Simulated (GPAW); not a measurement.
The system is CdSe (Cadmoselite).

```xyz
4
Lattice="4.3000 0.0000 0.0000 -2.1500 3.7239 0.0000 0.0000 0.0000 7.0200" Properties=species:S:1:pos:R:3 pbc="T T T"
Cd    2.1500    1.2413    3.5100
Cd    0.0000    2.4826    0.0000
Se    2.1500    1.2413    6.2127
Se    0.0000    2.4826    2.7027
```

Program: GPAW 26.7.0. Alike in all runs: cell as given. Hardware: 1 thread of Arm Neoverse V2, on a shared host.

**Question.** Order these runs on this cell by their wall time, lowest first.
A. task band structure; level PBE; potentials or basis GPAW PAW data sets (gpaw-data 1.2.1), fd; spin off; k mesh 5 × 5 × 3; smearing fermi-dirac 0.05 eV; band path GMKGALHA,LM,KH; band points 80; grid spacing 0.16 Å
B. task single point; level PBE; potentials or basis GPAW PAW data sets (gpaw-data 1.2.1), pw; spin off; k mesh 7 × 7 × 4; cutoff (eV) 600; smearing fermi-dirac 0.05 eV
C. task single point; level LDA; potentials or basis the program's PAW data sets (release 1.2.1) made for this functional, pw; spin off; k mesh 6 × 6 × 3; cutoff (eV) 450; smearing fermi-dirac 0.01 eV
D. task band structure; level WC; potentials or basis PAW data sets generated in the run's folder for this functional, pw; spin SOC, no magnetisation; k mesh 5 × 5 × 3; cutoff (eV) 600; smearing fermi-dirac 0.05 eV; band path GMKGALHA,LM,KH; band points 100; spin axis theta (degrees) 0; spin axis phi (degrees) 0

**Answer.** C (22 s), B (46 s), D (170 s), A (930 s).

Caveats: spin-orbit coupling was added after a scalar SCF, so levels and gaps hold it while energy, forces, pressure and moments don't (some runs).

Not every run made on this cell is shown here.
